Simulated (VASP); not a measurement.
Set up this calculation in VASP 6.6.1, as the native input.

| Quantity | Value |
| --- | --- |
| Task | relaxation of cell and atoms |
| Functional | r2SCAN |
| Potentials or basis | VASP PAW PBE potentials, release 64 (Cu) |
| Cutoff | 600 eV |
| k mesh | 13 × 13 × 13 |
| Occupations | methfessel-paxton, width 0.1 eV |
| Spin | no spin polarisation |
| Further INCAR settings | ALGO = Normal; EDIFF = 1e-06; IBRION = 2; EDIFFG = -0.01; NSW = 40; ISIF = 3 |

The structure of Cu lies in POSCAR:

```
Cu
1.0
    0.0000000000      1.8075000000      1.8075000000
    1.8075000000      0.0000000000      1.8075000000
    1.8075000000      1.8075000000      0.0000000000
Cu
1
Direct
    0.0000000000      0.0000000000      0.0000000000
```

One way to write it, as run:

INCAR

```
SYSTEM = Cu
ALGO = Normal ; EDIFF = 1E-6
EDIFFG = -0.01 ; ENCUT = 600
IBRION = 2 ; ISIF = 3
ISMEAR = 1 ; LASPH = .TRUE.
LCHARG = .FALSE. ; LMIXTAU = .TRUE.
LREAL = .FALSE. ; LWAVE = .FALSE.
METAGGA = R2SCAN ; NELM = 60
NSW = 40 ; PREC = Accurate
SIGMA = 0.1
```

KPOINTS

```
k-points
0
G
  13 13 13
  0 0 0
```

Potentials or basis: VASP PAW PBE potentials, release 64 (Cu).

The run is started by

```console
$ cat potpaw_PBE.64/Cu/POTCAR > POTCAR
$ mpirun -np 1 vasp_std > vasp.out
```

It gave:

The relaxed volume is 11.48 Å³/atom and the relaxed cell is a = 2.532 Å, b = 2.532 Å, c = 2.532 Å, α = 60.00°, β = 60.00°, γ = 60.00°. The space group after relaxing (to 0.05 Å) is Fm-3m (No. 225), the energy gained by relaxing is 4.5 meV/atom and the ionic steps are 3. The pressure after relaxing is -0.1 GPa. The band gap on the k mesh is none (metal or under the smearing width).

Caveat: the PAW data sets were made with another functional, which shifts forces and pressure a little.

Run time: 58 s on 1 thread of Intel(R) Xeon(R) 6975P-C (Granite Rapids) (shared host), peak memory 0.14 GiB.
